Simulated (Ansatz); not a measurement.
**YN in Ansatz: the effect of functional**

YN:

```
Y N
1.0
     0.00000    2.43850    2.43850
     2.43850    0.00000    2.43850
     2.43850    2.43850    0.00000
Y N
1 1
Direct
  0.00000 0.00000 0.00000
  0.50000 0.50000 0.50000
```

Alike in all runs:

- Program: Ansatz 0.2.0
- Task: projected density of states
- Potentials or basis: Ansatz PAW
- Cutoff: 420 eV (not typed: the program's choice for these potentials)
- k mesh: 5 × 5 × 5
- Occupations: fermi-dirac, width 0.05 eV
- Spin: no spin polarisation

```csv
functional,gap on the mesh (eV),pressure (GPa)
RPBE,?,?
revPBE,0.38,5.7
BLYP,0.49,8.2
```

Q: What does the run with functional RPBE give?

A: gap on the mesh 0.39 eV; pressure 6.5 GPa.

Caveats: all runs use coarse meshes; odd divisions of the mesh miss points on the zone boundary, where band edges often lie, so the gap on the mesh can be too wide; the PAW data sets come from PBE, with cores solved anew for the run's functional, which leaves a small shift of forces and pressure; the density of states is complete only up to the lowest level of the last band computed.

A k mesh can miss the band edges.

Runs at the PBE level aren't shown here.
